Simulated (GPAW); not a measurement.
A run of GPAW 26.7.0:

The input run.py:

```python
from ase.calculators.mixing import SumCalculator
from ase.eos import EquationOfState
from ase.io import Trajectory, read
from ase.units import GPa
from dftd3.ase import DFTD3
from gpaw import GPAW, PW

atoms = read('ZnSe.xyz')

traj = Trajectory('eos.traj', 'w')
volumes, energies = [], []
for x in [0.94, 0.96, 0.98, 1.0, 1.02, 1.04, 1.06]:
    a = atoms.copy()
    a.set_cell(atoms.cell * x**(1 / 3), scale_atoms=True)
    calc = GPAW(mode=PW(600),
                xc='PBE',
                kpts={'size': (7, 7, 7), 'gamma': True},
                occupations={'name': 'fermi-dirac', 'width': 0.05},
                nbands=18,
                convergence={'density': 1e-05, 'energy': 1e-05},
                maxiter=150,
                txt=f'eos-{x:.2f}.txt')
    a.calc = SumCalculator([calc, DFTD3(method='pbe', damping='d3zero')])
    energies.append(a.get_potential_energy())
    volumes.append(a.get_volume())
    p = -a.get_stress()[:3].mean() / GPa
    calc.write(f'eos-{x:.2f}.gpw')
    traj.write(a)
    print(f'{x:.2f} {volumes[-1]:10.4f} A^3 {energies[-1]:14.6f} eV {p:9.3f} GPa', flush=True)

v0, e0, B = EquationOfState(volumes, energies, eos='birchmurnaghan').fit()
print(f'V0 = {v0:.4f} A^3, E0 = {e0:.6f} eV, B0 = {B / GPa:.2f} GPa')
```

The input ZnSe.xyz:

```xyz
2
Lattice="0.0000000000 2.8338000000 2.8338000000 2.8338000000 0.0000000000 2.8338000000 2.8338000000 2.8338000000 0.0000000000" Properties=species:S:1:pos:R:3 pbc="T T T"
Se     4.2507000000      4.2507000000      4.2507000000
Zn     0.0000000000      0.0000000000      0.0000000000
```

Potentials or basis: GPAW PAW data sets (gpaw-data 1.2.1), pw.

The run is started by

```bash
$ OMP_NUM_THREADS=1 python run.py
```

Hardware: 1 thread of Intel(R) Xeon(R) Platinum 8488C (Sapphire Rapids) (shared host).

**Question.** How long does it take, and how much memory?

**Answer.** Wall time 58 s on 1 thread of Intel(R) Xeon(R) Platinum 8488C (Sapphire Rapids), with other jobs on the host, peak memory 0.22 GiB. Counts: scf iterations 65, plane waves 1442, bands 18, k points 20.
